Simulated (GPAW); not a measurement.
# Sb (P-1) in GPAW: band structure with SOGGA

Aim: the band structure of Sb with SOGGA.

All numbers are computed with GPAW 26.7.0; they aren't measurements. Logs are shortened: lines on timing, memory, paths and dates and some standing lists are left out, and cuts for length are marked. The log counts tension as positive stress, the text compression.

### Step 1. The cell of the first run

The typed cell holds 1 atom: a = 3.459 Å, b = 3.554 Å, c = 3.342 Å, α = 58.62°, β = 55.56°, γ = 54.87°.

This isn't the form of Sb at room conditions, which is rhombohedral.

### Step 2. Band structure, SOGGA (cell sheared at random, sigma 0.03, atoms nudged by 0.01 Å)

File run.py:

```python
from ase.dft.bandgap import bandgap
from ase.io import read, write
from ase.units import GPa
from gpaw import GPAW, PW, setup_paths

setup_paths.insert(0, '.')

atoms = read('POSCAR')

calc = GPAW(mode=PW(600),
            xc='GGA_X_SOGGA+GGA_C_PBE_SOL',
            kpts={'size': (10, 10, 10), 'gamma': True},
            occupations={'name': 'fermi-dirac', 'width': 0.05},
            nbands=15,
            convergence={'density': 1e-05, 'energy': 1e-05},
            maxiter=150,
            txt='gpaw.txt')
atoms.calc = calc
energy = atoms.get_potential_energy()
forces = atoms.get_forces()
stress = atoms.get_stress()
calc.write('gs.gpw')
write('result.traj', atoms)
print(f'Energy: {energy:.6f} eV')
print('Forces (eV/A):')
print(forces.round(4))
print('Stress (GPa):', (stress / GPa).round(3))
print('Fermi level:', round(calc.get_fermi_level(), 4), 'eV')
print(f'Gap: {bandgap(calc)[0]:.4f} eV, direct: {bandgap(calc, direct=True)[0]:.4f} eV')

path = atoms.cell.bandpath('XGY,LGZ,NGM,RG', npoints=80, eps=1e-4)
bs_calc = calc.fixed_density(kpts=path, symmetry='off', nbands=24,
                             convergence={'bands': 'CBM+6.0', 'eigenstates': 1e-6}, txt='bands.txt')
bs = bs_calc.band_structure()
bs.write('bs.json')
print(f'Gap on the path: {bandgap(bs_calc)[0]:.4f} eV')
```

File POSCAR:

```
Sb
1.0
    0.1733647600      2.3885337500      2.4958692300
    2.4173055400      0.0646925500      2.6045414300
    2.3204533900      2.4003538000      0.1615447000
Sb
1
Direct
    0.0000000000      0.0000000000      0.0000000000
```

Potentials or basis: PAW data sets generated in the run's folder for this functional, pw.

Started as:

```
> gpaw-setup -f GGA_X_SOGGA+GGA_C_PBE_SOL Sb
> OMP_NUM_THREADS=1 python run.py
```

gpaw.txt:

```text
__  _  _
 | _ |_)|_||  |
 |__||  | ||/\| - 26.7.0

Input parameters:
  mode=PW(ecut=600.0),
  convergence={'density': 1e-05, 'energy': 1e-05},
  kpts=MonkhorstPack(size=(10, 10, 10), gamma=True),
  maxiter=150,
  nbands=15,
  occupations=Occupations(name='fermi-dirac', width=0.05),
  xc=XC(name='GGA_X_SOGGA+GGA_C_PBE_SOL')

Diagonalizing LCAO Hamiltonian
Converting LCAO to pw mode

       Sb

Atoms  # Å, Bohr magnetons
|   | symbol |        x |        y |        z |    initial magnetic moments |
|---|--------|----------|----------|----------|-----------------------------|
| 0 |     Sb | 0.000000 | 0.000000 | 0.000000 | ( 0.0000,  0.0000,  0.0000) |

Unit cell  # Å
| periodic |        x |        y |        z |  lengths |    angles |
|----------|----------|----------|----------|----------|-----------|
|      yes | 0.173365 | 2.388534 | 2.495869 | 3.458976 | 58.622520 |
|      yes | 2.417306 | 0.064693 | 2.604541 | 3.554038 | 55.558726 |
|      yes | 2.320453 | 2.400354 | 0.161545 | 3.342499 | 54.868886 |

Number of symmetries: 2
Symmetry operations  # r_c * U_cc + t_c -> r_c
|   | kind |            matrix            |
|---|------|------------------------------|
| 0 |  E   |  1, 0, 0,  0, 1, 0,  0, 0, 1 |
| 1 |  i   | -1, 0, 0,  0,-1, 0,  0, 0,-1 |

BZ-sampling:
  Number of BZ points: 1000
  Number of IBZ points: 504

  Monkhorst-Pack size: [10, 10, 10]
  Monkhorst-Pack shift: [0.05, 0.05, 0.05]

K-points  # in reciprocal-cell coordinates
|     |                                coordinates |     weight |
|-----|--------------------------------------------|------------|
|   0 | (  0.00000000,   0.00000000,   0.00000000) | 0.00100000 |
|   1 | (  0.00000000,   0.00000000,   0.10000000) | 0.00200000 |
|   2 | (  0.00000000,   0.00000000,   0.20000000) | 0.00200000 |
|   3 | (  0.00000000,   0.00000000,   0.30000000) | 0.00200000 |
|   4 | (  0.00000000,   0.00000000,   0.40000000) | 0.00200000 |
|   5 | (  0.00000000,   0.00000000,   0.50000000) | 0.00100000 |
|   6 | (  0.00000000,   0.10000000,  -0.40000000) | 0.00200000 |
|   7 | (  0.00000000,   0.10000000,  -0.30000000) | 0.00200000 |
|   8 | (  0.00000000,   0.10000000,  -0.20000000) | 0.00200000 |
|   9 | (  0.00000000,   0.10000000,  -0.10000000) | 0.00200000 |
| ... |                                            |            |
| 503 | (  0.50000000,   0.50000000,   0.50000000) | 0.00100000 |

Plane wave coefficients: 902
Cutoff: 600.0 eV

Spin-components: 1 (collinear spins)
Bands:           15
Projectors:      6
Spin-degeneracy: 2
Datatype:        complex128

Parallelization:
  kpt:    1
  domain: 1
  band:   1

Density:
  Valence electrons: 15.0
  Components: 1
  Grid points: [20 21 20]
  Charge: 0.0  # |e|

Potential:
  Grid points: [20 21 20]

species:
  Sb:
    name:    Antimony
    Z:       51.0
    valence: 15
    core:    36
    charge:  0.0  # [|e|]
    compensation charges:
      type: gauss
      rc: 0.36  # [Å]
      lmax: 2
    cutoffs:
      filter: 2.23  # [Å]
      core: 2.23  # [Å]
    projectors
    | kind |    occ | energy [eV] | rcut [Å] |
    |------|--------|-------------|----------|
    |   5s |  2.000 |     -12.873 |    1.154 |
    |   5p |  3.000 |      -4.856 |    1.233 |
    |   4d | 10.000 |     -33.467 |    1.196 |
    |    s |        |      14.339 |    1.154 |
    |    p |        |      22.355 |    1.233 |
    |    d |        |      -6.256 |    1.196 |

    Using partial waves for Sb as LCAO basis

Reference energy: -176204.214224  # eV

eigensolver:
  PPCG
  Converge bands: occupied
  niter=2

density mixing:
  MSR1-Mixer
  Pratt-step length: 0.05
  Maximum mixing coefficient: 0.75
  Old densities: 10
  SVD Regularization: 0.005
  Good broyden scale: 1.0
  Trust region scale: 1.0
  Backstep threshold: 4.0
  History deletion threshold: 6.0
  Fourier metric: weight=20.0, sigma=0.015

occupation numbers:
  Fermi-Dirac:
    width: 0.0500  # eV

poisson solver:
  ecut: 4800.0  # eV

xc functional:
  name: GGA_X_SOGGA+GGA_C_PBE_SOL with 2 nearest neighbor stencil

convergence criteria:
- Maximum integral of absolute [dens]ity change: 1e-05 electrons / valence electron
- Maximum [total energy] change in last 3 cyles: 1e-05 eV / valence electron
- Maximum integral of absolute [eigenst]ate change: 4e-08 eV^2 / valence electron
maximum number of iterations: 150

SCF iterations
|iter     | |      energy | eigst |  dens |
|---------|-|-------------|-------|-------|
|iter:   1| |   -4.624240 | +0.24 |       |
|iter:   2| |   -4.625463 | -2.22 | -1.82 |
|iter:   3| |   -4.616285 | -2.75 | -1.85 |
|iter:   4| |   -4.616347 | -4.25 | -2.49 |
|iter:   5| |   -4.616374c| -5.30 | -3.01 |
|iter:   6| |   -4.616376c| -6.39 | -3.78 |
|iter:   7| |   -4.616376c| -7.47c| -4.78 |
|iter:   8| |   -4.616376c| -7.86c| -5.22c|

Converged in 8 steps
Energy contributions relative to reference atoms: (reference = -176204.214224)

Energy contributions:
  Kinetic:          -0.784621
  Coulomb:           0.439379
  Zero:              0.162206
  External:          0.000000
  Xc:               -4.430530
  Entropy:          -0.005619
  Spinorbit:         0.000000
  ----------------------------
  Free energy:      -4.619185
  Extrapolated:     -4.616376

dipole moment: (-17.802596, -17.594003, -19.074345)  # |e|*Ang

Fermi level: 8.156
Eigenvalues  # (at kpt = [0.000, 0.000, 0.000])
| band index |      eig [eV] | occ [0-2] |
|------------|---------------|-----------|
|          0 |       -21.105 |     2.000 |
|          1 |       -21.093 |     2.000 |
|          2 |       -21.060 |     2.000 |
|          3 |       -21.036 |     2.000 |
|          4 |       -21.015 |     2.000 |
|          5 |        -4.907 |     2.000 |
|          6 |        12.225 |     0.000 |
|          7 |        13.471 |     0.000 |
|          8 |        14.715 |     0.000 |
|          9 |        16.989 |     0.000 |
|         10 |        18.333 |     0.000 |
|         11 |        19.038 |     0.000 |
|         12 |        20.315 |     0.000 |
|         13 |        21.338 |     0.000 |
|         14 |        22.139 |     0.000 |

No gap
No difference between direct/indirect transitions

Forces  # eV/Ang
|       x |       y |       z |
|---------|---------|---------|
| 0.00000 | 0.00000 | 0.00000 |  # Sb   0

Stress tensor  # eV/Ang^3
|        x |        y |         z |
|----------|----------|-----------|
| 0.010022 | 0.004563 |  0.002791 |
| 0.004563 | 0.008250 |  0.002733 |
| 0.002791 | 0.002733 | -0.002486 |

# Writing to gs.gpw (mode='')
```

Run time: 2.2 min. Hardware: 1 thread of Intel Xeon Platinum 8375C at 2.90GHz (Ice Lake), shared host; peak memory 0.36 GiB.

What came out:

```
Free energy             : -4.6192 eV
Pressure                : -0.8 GPa
Band gap along the path : none (metal or under the smearing width)
```

Levels at the corners of the path, in eV from the Fermi level:
| point | band 4 | band 5 | band 6 | band 7 | band 8 | band 9 | band 10 | band 11 |
| --- | --- | --- | --- | --- | --- | --- | --- | --- |
| X | -29.16 | -29.15 | -9.97 | -6.01 | 4.11 | 5.05 | 9.26 | 9.52 |
| Γ | -29.19 | -29.17 | -13.06 | 4.07 | 5.31 | 6.56 | 8.83 | 10.18 |
| Y | -29.16 | -29.14 | -9.46 | -5.98 | 3.50 | 4.50 | 8.40 | 9.18 |
| L | -29.15 | -29.12 | -7.61 | -4.99 | -0.89 | 1.86 | 3.34 | 5.85 |
| Γ | -29.19 | -29.17 | -13.06 | 4.07 | 5.31 | 6.56 | 8.83 | 10.18 |
| Z | -29.15 | -29.13 | -8.55 | -5.81 | 2.45 | 3.62 | 7.22 | 8.82 |
| N | -29.13 | -29.13 | -6.97 | -4.72 | -0.27 | 0.22 | 3.72 | 4.44 |
| Γ | -29.19 | -29.17 | -13.06 | 4.07 | 5.31 | 6.56 | 8.83 | 10.18 |
| M | -29.15 | -29.13 | -8.00 | -5.34 | 0.58 | 1.37 | 4.61 | 5.39 |
| R | -29.15 | -29.13 | -8.71 | -5.83 | 2.26 | 3.96 | 6.85 | 9.15 |
| Γ | -29.19 | -29.17 | -13.06 | 4.07 | 5.31 | 6.56 | 8.83 | 10.18 |

Caveat: spin-orbit coupling is left out, which moves the levels of the heavy elements.
